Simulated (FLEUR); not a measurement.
SnTe:

```
Te Sn
1.0
     0.00000    3.15085    3.15085
     3.15085    0.00000    3.15085
     3.15085    3.15085    0.00000
Te Sn
1 1
Direct
  0.50000 0.50000 0.50000
  0.00000 0.00000 0.00000
```

| Item | Value |
| --- | --- |
| Program | FLEUR MaX-R8.1 (later development tree) |
| Task | single point |
| Functional | PBEsol |
| Potentials or basis | all-electron |
| Basis | FLAPW |
| Kmax | 4.1 1/bohr |
| k mesh | 7 × 7 × 7 |
| Occupations | fermi-dirac, width 0.05 eV |
| Spin | no spin polarisation |
| Gmax | 12.7 1/bohr |
| Muffin-tin radii | Te 2.66, Sn 2.66 bohr |
| lmax | Te 10, Sn 10 |
| lnonsphr | Te 10, Sn 10 |
| Local orbitals a species | Te 6, Sn 5 |
| Max iterations | 60 |
| Mixing factor | 0.05 |
| Mixer | Anderson |
| Mixer history | 15 |

On this cell: largest force zero by symmetry; band gap on the k mesh not listed.

The same run follows on a disturbed copy (atoms moved at random, drawn with an rms of 0.05 Å):

```
CELL_PARAMETERS angstrom
0.00000 3.15085 3.15085
3.15085 0.00000 3.15085
3.15085 3.15085 0.00000
ATOMIC_POSITIONS crystal
Te 0.51041 0.49414 0.50590
Sn 0.00359 0.99017 0.99647
```

Q: What changes?

A: The energy moves by +0.1 meV/atom; largest force 0.010 eV/Å; band gap on the k mesh 0.67 eV, direct.

Forces in eV/Å, atoms in the order of the input:
```
Te  -0.006 -0.007 -0.004
Sn   0.006  0.007  0.004
```

Caveats: spin-orbit coupling is left out, which moves the levels of the heavy elements (some runs); an odd mesh through Γ misses points on the zone boundary, where band edges often lie (some runs).
